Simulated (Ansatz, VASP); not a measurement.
# CuAu in VASP and in Ansatz

```
CELL_PARAMETERS angstrom
1.45261 0.83867 4.28436
-1.45261 0.83867 4.28436
0.00000 -1.67733 4.28436
ATOMIC_POSITIONS crystal
Au 0.00000 0.00000 0.00000
Cu 0.50000 0.50000 0.50000
```

The cell comes from a database or a generator and needn't be the stable form of this composition.

Alike in both runs: task single point; functional PBEsol; k mesh 11 × 11 × 11; occupations fermi-dirac, width 0.05 eV; no spin polarisation.

```csv
,VASP,Ansatz
version,VASP 6.6.1,Ansatz 0.2.0
potentials or method,"VASP PAW PBE potentials, release 64 (Au, Cu)",Ansatz PAW
plane-wave cutoff (eV),520,420
valence electrons in the cell,22,38
```

```csv
,VASP,Ansatz,Ansatz less VASP
gap on the k mesh at the Fermi level (eV),none,none,-
pressure (GPa),-10.3,-10.3,-0.08
largest component of the traceless stress (GPa),0.85,0.73,-0.116
```

A gap of «none» marks a metal or a gap that the smearing closes. The two sets of potentials don't hold the same shells in valence.

Caveats: the PAW data sets were made with another functional, which shifts forces and pressure a little (VASP); the PAW data sets come from PBE, with cores solved anew for the run's functional, which leaves a small shift of forces and pressure (Ansatz). Spin-orbit coupling is left out, which matters for the levels of Au.
